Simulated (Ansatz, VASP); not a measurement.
Ru in VASP and in Ansatz

```xyz
2
Lattice="2.6692 0.0000 0.0000 -1.3346 2.3116 0.0000 0.0000 0.0000 4.2240" Properties=species:S:1:pos:R:3 pbc="T T T"
Ru    0.0000    1.5411    1.0560
Ru    1.3346    0.7705    3.1680
```

Change from the starting cell: volume scaled by 0.96.

Alike in both runs: task single point; functional PBE; k mesh 14 × 14 × 8; occupations fermi-dirac, width 0.03 eV; no spin polarisation.

|  | VASP | Ansatz |
| --- | --- | --- |
| version | VASP 6.6.1 | Ansatz 0.2.0 |
| potentials or method | VASP PAW PBE potentials, release 64 (Ru_pv), cutoff 520 eV | all-electron LAPW, scalar-relativistic |

|  | VASP | Ansatz | Ansatz less VASP |
| --- | --- | --- | --- |
| pressure (GPa) | 19.6 | 19.5 | -0.05 |
| largest component of the traceless stress (GPa) | 0.60 | 0.65 | +0.047 |

Ansatz ran all-electron here, so the differences hold the error of VASP's frozen core and of both bases.

Caveats: so large a pressure means that the cell lies far from this level's equilibrium, or that cutoff or potentials fall short (VASP).
